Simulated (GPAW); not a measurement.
Runs of GPAW 26.7.0 on SnO. It takes space group P4/nmm (No. 129, tetragonal). The conventional cell has a = 3.814 Å, b = 3.814 Å, c = 4.887 Å, α = 90.00°, β = 90.00°, γ = 90.00°. Sn (site symmetry 4mm) is surrounded by 4 O at 2.23 Å. O (site symmetry -4m2) is surrounded by 4 Sn at 2.23 Å. The cell is a database's computed one.

```tsv
task	level	potentials or basis	spin	k mesh	cutoff (eV)	smearing	maxiter	response ecut	response k mesh	response bands	kernels	gap on the mesh (eV)	pressure (GPa)	largest force (eV/Å)
single point	PBE	GPAW PAW data sets (gpaw-data 1.2.1), pw	off	7 × 7 × 6	800	gaussian 0.03 eV	150	-	-	-	-	0.38	2.8	0.31
dielectric tensor	PBE	GPAW PAW data sets (gpaw-data 1.2.1), pw	off	6 × 6 × 5	550	fermi-dirac 0.001 eV	150	80 eV	7 × 7 × 6	60	["RPA"]	(a)	-	-
single point	PBE	GPAW PAW data sets (gpaw-data 1.2.1), pw	off	7 × 7 × 6	800	gaussian 0.024 eV	150	-	-	-	-	0.38	2.8	0.31
dielectric tensor	PBEsol	PAW data sets generated in the run's folder for this functional, pw	off	6 × 6 × 5	550	fermi-dirac 0.001 eV	150	80 eV	7 × 7 × 6	60	["RPA"]	0.13	-	-
dielectric tensor	RPBE	the program's PAW data sets (release 1.2.1) made for this functional, pw	off	6 × 6 × 5	550	fermi-dirac 0.001 eV	150	80 eV	7 × 7 × 6	60	["RPA"]	0.14	-	-
band structure	PBEsol	PAW data sets generated in the run's folder for this functional, pw	SOC, no magnetisation	7 × 7 × 6	800	fermi-dirac 0.05 eV	150	-	-	-	-	(b)	-1.2	0.02
single point	r2SCAN	GPAW PAW data sets (gpaw-data 1.2.1), pw	off	6 × 6 × 5	650	fermi-dirac 0.05 eV	120	-	-	-	-	0.28	-1.8	0.10
band structure	PBEsol	PAW data sets generated in the run's folder for this functional, pw	off	7 × 7 × 6	800	fermi-dirac 0.05 eV	150	-	-	-	-	0.36	-1.2	0.02
single point	PBE	GPAW PAW data sets (gpaw-data 1.2.1), pw	off	7 × 7 × 6	800	gaussian 0.013 eV	150	-	-	-	-	0.38	2.8	0.31
```

Alike in all rows: cell as given.

Problem. Estimate the missing entries.

Solution. (a) 0.15; (b) 0.35.

Caveats: spin-orbit coupling is left out, which moves the levels of the heavy elements (some runs); an odd mesh through Γ misses points on the zone boundary, where band edges often lie (some runs); the gap is small at this level, which inflates the dielectric constant (some runs); the long-wavelength limit can be off by a per cent or two (some runs); the mesh misses the band edges, which the band path finds closer together (some runs); spin-orbit coupling was added after a scalar SCF, so levels and gaps hold it while energy, forces, pressure and moments don't (some runs); this program's spin-orbit splittings come out too wide for heavy elements (some runs).

A k mesh can miss the band edges, and rows without SOC leave out spin-orbit coupling on Sn.
